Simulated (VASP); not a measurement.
# SnTe (Fm-3m) in VASP: settings compared, part 2 of 2

VASP 6.6.1. The steps go on from the part before.

**4. Relaxation of cell and atoms, PBEsol**

The input, INCAR:

```
PREC = Accurate
ENCUT = 600
EDIFF = 1E-6
ISMEAR = 0
SIGMA = 0.03
LREAL = F
LASPH = T
NELM = 80
ALGO = Normal
ISIF = 3
LWAVE = F
LCHARG = F
GGA = PS
IBRION = 2
NSW = 90
EDIFFG = -0.01
KPAR = 4
```

The input, KPOINTS:

```
regular mesh
0
Gamma
  10 10 10
```

The input, POSCAR:

```
SnTe
1.0
    0.0000000000      3.1508500000      3.1508500000
    3.1508500000      0.0000000000      3.1508500000
    3.1508500000      3.1508500000      0.0000000000
Sn Te
1 1
Direct
    0.0000000000      0.0000000000      0.0000000000
    0.5000000000      0.5000000000      0.5000000000
```

Potentials or basis: VASP PAW PBE potentials, release 64 (Sn_d, Te).

Command:

```bash
> cat potpaw_PBE.64/Sn_d/POTCAR potpaw_PBE.64/Te/POTCAR > POTCAR
> mpirun -np 4 vasp_std > vasp.out
```

OUTCAR:

```text
PREC = Accurate
   ENCUT = 600
   EDIFF = 1E-6
   ISMEAR = 0
   LREAL = F
   LASPH = T
   NELM = 80
   ISIF = 3
   GGA = PS
   IBRION = 2
   NSW = 90
   EDIFFG = -0.01

 ion  position               nearest neighbor table
   1  0.000  0.000  0.000-   2 3.15   2 3.15   2 3.15   2 3.15   2 3.15   2 3.15
   2  0.500  0.500  0.500-   1 3.15   1 3.15   1 3.15   1 3.15   1 3.15   1 3.15

  LATTYP: Found a face centered cubic cell.
 ALAT       =     6.3017000000

  Lattice vectors:

 A1 = (   0.0000000000,   3.1508500000,   3.1508500000)
 A2 = (   3.1508500000,   0.0000000000,   3.1508500000)
 A3 = (   3.1508500000,   3.1508500000,   0.0000000000)

Analysis of symmetry for initial positions (statically):
=====================================================================
 Subroutine PRICEL returns:
[... 269 lines left out ...]
      5     -14.9020      2.00000
      6      -5.9867      2.00000
      7       2.1867      2.00000
      8       4.7283      2.00000
      9       4.7283      2.00000
     10       4.7283      2.00000
     11      10.2204      0.00000
     12      10.2204      0.00000
     13      10.2204      0.00000
     14      11.5816      0.00000
[... 377 lines left out ...]
      1     -14.9228      2.00000
      2     -14.9061      2.00000
      3     -14.9046      2.00000
      4     -14.8934      2.00000
      5     -14.8930      2.00000
      6      -4.7786      2.00000
      7      -0.0523      2.00000
      8       2.8665      2.00000
      9       3.4499      2.00000
     10       3.6603      2.00000
     11       9.4944      0.00000
     12      10.7329      0.00000
     13      10.8418      0.00000
     14      11.2233      0.00000

 [... further k-points ...]

------------------------ aborting loop because EDIFF is reached ----------------------------------------

  FORCE on cell =-STRESS in cart. coord.  units (eV):
  Direction    XX          YY          ZZ          XY          YZ          ZX
  --------------------------------------------------------------------------------------
  -------------------------------------------------------------------------------------
  Total       -0.0025119     -0.0025119     -0.0025119      0.0000000      0.0000000      0.0000000
  in kB       -0.0646987     -0.0646987     -0.0646987      0.0000000      0.0000000      0.0000000
  external PRESSURE =      -0.0646987 kB  Pullay stress =       0.0000000 kB
[... 17 lines left out ...]
  FREE ENERGIE OF THE ION-ELECTRON SYSTEM (eV)
  ---------------------------------------------------
  free  energy   TOTEN  =        -8.3393464463 eV

  energy  without entropy=       -8.3393463243  energy(sigma->0) =       -8.33934639

 reached required accuracy - stopping structural energy minimisation
```

CONTCAR:

```text
SnTe
   1.00000000000000
     0.0000000000000000    3.1448388751908416    3.1448388751908416
     3.1448388751908416   -0.0000000000000000    3.1448388751908416
     3.1448388751908416    3.1448388751908416    0.0000000000000000
  Sn              Te
     1     1
Direct
     0.0000000000000000    0.0000000000000000    0.0000000000000000
     0.5000000000000000    0.5000000000000000    0.5000000000000000

  0.00000000E+00  0.00000000E+00  0.00000000E+00
  0.00000000E+00  0.00000000E+00  0.00000000E+00
```

Run time: 16 s. Hardware: 4 MPI ranks of Intel Xeon 6975P-C (Granite Rapids), shared host; peak memory 0.24 GiB.

What came out:

```
Free energy                            : -8.3393 eV
Relaxed volume                         : 31.10 Å³/atom
Relaxed cell                           : a = 4.447 Å, b = 4.447 Å, c = 4.447 Å, α = 60.00°, β = 60.00°, γ = 60.00°
Space group after relaxing (to 0.05 Å) : Fm-3m (No. 225)
Energy gained by relaxing              : 0.2 meV/atom
Ionic steps                            : 3
Pressure after relaxing                : 0.0 GPa
Band gap on the k mesh                 : 0.16 eV, direct
```

Step by step:
| step | energy change (eV) | largest force (eV/Å) | pressure (GPa) | volume (Å³) |
| --- | --- | --- | --- | --- |
| 1 | 0.0000 | 0.0000 | -0.30 | 62.56 |
| 2 | -0.0003 | 0.0000 | 0.13 | 62.03 |
| 3 | -0.0003 | 0.0000 | -0.01 | 62.20 |

Final structure:
```yaml
crystal:
  lattice:
    - [0.00000, 3.14484, 3.14484]
    - [3.14484, 0.00000, 3.14484]
    - [3.14484, 3.14484, 0.00000]
  atoms:
    - { symbol: Sn, position: [0.00000, 0.00000, 0.00000] }
    - { symbol: Te, position: [0.50000, 0.50000, 0.50000] }
```

Caveat: the PAW data sets were made with another functional, which shifts forces and pressure a little; spin-orbit coupling is left out, which moves the levels of the heavy elements.

**5. Relaxation of cell and atoms, PBEsol**

This run uses another cell than the first one, of 31.10 Å³/atom, 0.994 times its volume.

Edit INCAR of step 4 so:

```diff
@@ -2,3 +2,3 @@
 ENCUT = 600
-EDIFF = 1E-6
+EDIFF = 1E-7
 ISMEAR = 0
@@ -15,3 +15,3 @@
 NSW = 90
-EDIFFG = -0.01
+EDIFFG = -0.005
 KPAR = 4
```

KPOINTS is that of step 4.

The input, POSCAR:

```
SnTe                                    
1.0
    0.0000000000      3.1448388752      3.1448388752
    3.1448388752     -0.0000000000      3.1448388752
    3.1448388752      3.1448388752      0.0000000000
  Sn              Te            
     1     1
Direct
     0.0000000000000000    0.0000000000000000    0.0000000000000000
     0.5000000000000000    0.5000000000000000    0.5000000000000000
```

Command:

```bash
> cat potpaw_PBE.64/Sn_d/POTCAR potpaw_PBE.64/Te/POTCAR > POTCAR
> mpirun -np 4 vasp_std > vasp.out
```

It took 8.3 s on 4 MPI ranks of Intel Xeon 6975P-C (Granite Rapids), shared host; peak memory 0.23 GiB.

It converged, with:

| Quantity | Value |
| --- | --- |
| Free energy | -8.3393 eV |
| Pressure after relaxing | 0.0 GPa |
| Band gap on the k mesh | 0.16 eV, direct |

Final structure:
```
CELL_PARAMETERS angstrom
0.00000 3.14484 3.14484
3.14484 0.00000 3.14484
3.14484 3.14484 0.00000
ATOMIC_POSITIONS crystal
Sn 0.00000 0.00000 0.00000
Te 0.50000 0.50000 0.50000
```

Levels at points of the mesh, in eV from the valence-band top:
| k point | band 6 | band 7 | band 8 | band 9 | band 10 | band 11 | band 12 | band 13 | band 14 |
| --- | --- | --- | --- | --- | --- | --- | --- | --- | --- |
| (0.00, 0.00, 0.00) | -12.81 | -4.63 | -2.09 | -2.09 | -2.09 | 3.40 | 3.40 | 3.40 | 4.76 |
| (0.50, 0.00, 0.00) | -11.51 | -8.34 | -1.75 | -1.75 | 0.00 | 0.16 | 0.39 | 0.39 | 7.76 |
| (0.50, 0.50, 0.00) | -11.20 | -6.44 | -5.59 | -3.72 | -3.72 | 2.13 | 5.00 | 5.00 | 6.46 |

Caveat: the relaxation stopped at its first step, so nothing moved; the PAW data sets were made with another functional, which shifts forces and pressure a little; spin-orbit coupling is left out, which moves the levels of the heavy elements. A k mesh can miss the band edges.
